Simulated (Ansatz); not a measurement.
RuO2 (rutile)

```
CELL_PARAMETERS angstrom
      4.52339     0.00000     0.00000
      0.00000     4.52339     0.00000
      0.00000     0.00000     3.11902
ATOMIC_POSITIONS crystal
  Ru 0.50000 0.50000 0.50000
  Ru 0.00000 0.00000 0.00000
  O  0.80567 0.80567 0.50000
  O  0.30567 0.69433 0.00000
  O  0.69433 0.30567 0.00000
  O  0.19433 0.19433 0.50000
```

The slice is a (-1 1 0) plane (indices of the conventional cell) through the point (0.306, 0.694, 0.000) (fractional), spanned by u = [001] and v = [110] in vectors of this cell: u (3.12 Å) and v (6.40 Å, at 90° to u). It covers one period; positions are fractions (u, v).

The numbers are results of PBE (plane waves to 420 eV, PAW, scalar-relativistic; Ansatz, a quantum-chemistry and plane-wave program), not measurements. k mesh 10×10×15. Inside the PAW spheres the values are not all-electron values, and peaks at nuclei hang on which shells count as valence. RuO2 is run without spin polarisation and with no Hubbard U. RuO2 was relaxed with its symmetry unable to fall.

Q: Predict the map of the electron localisation function (ELF) on the slice.

A: 
```
|xx9984122214899x|
|x999731121137999|
|9998521111125899|
|9986310111013689|
|6642100000001246|
|2210000000000012|
|0000000000000000|
|0000000111000000|
|0000000111000000|
|0000000111000000|
|2110000010000011|
|4321000000000123|
|6542100000001245|
|7753100000001357|
|8864210000012468|
|9874210000012478|
|8864210000012468|
|7753100000001357|
|6542100000001245|
|4321000000000123|
|2110000010000011|
|0000000111000000|
|0000000111000000|
|0000000111000000|
|0000000000000000|
|2210000000000012|
|6642100000001246|
|9986310111013689|
|9998521111125899|
|x999731121137999|
|xx9984122214899x|
|xxx98412221489xx|
```
Scale: ten equal steps from 0.01 (start of '0') to 0.82 (end of '9'), in the order '0123456789'. Values: electron localisation function (ELF). The map has 16 points along u (one character each, u = 0 at the left) and 32 along v (v = 0 in the bottom row). Points within 0.4 Å of a nucleus are blanked (x), as the pseudised field means little there.
